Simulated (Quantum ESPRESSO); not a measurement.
Runs of Quantum ESPRESSO 7.5 on MoS2. The cell holds a slab with vacuum, 6 atoms: a = 3.185 Å, b = 3.185 Å, c = 21.671 Å, α = 90.00°, β = 90.00°, γ = 120.00°. 

| U | gap on the mesh (eV) | largest force (eV/Å) |
| --- | --- | --- |
| Mo d U = 4.0 eV | 1.70 | (c) |
| Mo d U = 6.0 eV | (a) | 0.43 |
| Mo d U = 2.0 eV | 1.68 | 0.40 |
| Mo d U = 8.0 eV | (b) | 0.46 |
| Mo d U = 0.0001 eV | 1.64 | 0.40 |

Alike in all rows: task Hubbard U by linear response; level LDA+U; potentials or basis GBRV 1.5 LDA; no spin polarisation; cell as given; k mesh 4 × 4 × 1; cutoff (eV) 612; smearing fermi-dirac 0.05 eV; the mesh is coarse, so values aren't converged.

Q: Estimate the missing entries.

A: (a) 1.73; (b) 1.88; (c) 0.41.

Caveats: all runs use coarse meshes.

A k mesh can miss the band edges, and the runs leave out spin-orbit coupling on Mo.
